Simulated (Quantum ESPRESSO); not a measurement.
# Fitting the rev-vdW-DF2 energy curve of HfN

```xyz
2
Lattice="0.0000 2.2560 2.2560 2.2560 0.0000 2.2560 2.2560 2.2560 0.0000" Properties=species:S:1:pos:R:3 pbc="T T T"
Hf    0.0000    0.0000    0.0000
N     2.2560    2.2560    2.2560
```

The cell was scaled at fixed shape and fractions and run with Quantum ESPRESSO, PseudoDojo 0.4.1 SR PBE standard, cutoff 1143 eV; rev-vdW-DF2, k mesh 10 × 10 × 10 on the cell of 2 atoms, fermi-dirac occupations of 0.05 eV, no spin polarisation, no spin-orbit coupling. The potentials were made for PBE. Energies are those that the program minimises, any entropy of the smearing included.

| V (Å³/atom) | energy over the lowest row (meV/atom) |
| --- | --- |
| 10.7931 | 51.14 |
| 11.0227 | 24.31 |
| 11.2524 | 7.61 |
| 11.4820 | 0.00 |
| 11.7116 | ? |
| 11.9413 | 8.52 |
| 12.1709 | 23.09 |

**Question.** Fit the third-order Birch-Murnaghan form, give V0, B0 and B′, and predict the energy left open.

**Answer.** With y = (V0/V)^(2/3), E = E0 + (9 V0 B0/16) [(y - 1)³ B′ + (y - 1)² (6 - 4y)]. Least squares through the rows shown give V0 = 11.5788 Å³/atom, E0 = -0.70 meV, B0 = 275.1 GPa (1 eV/Å³ = 160.218 GPa) and B′ = 4.32, with a largest miss of 0.01 meV. At V = 11.7116 the form with these constants gives 0.58 meV; the run gave 0.58 meV an atom. Measured volume: 11.58 Å³/atom (a printed reference work), so the fit lies -0.0 % from it. The runs are for a static lattice.
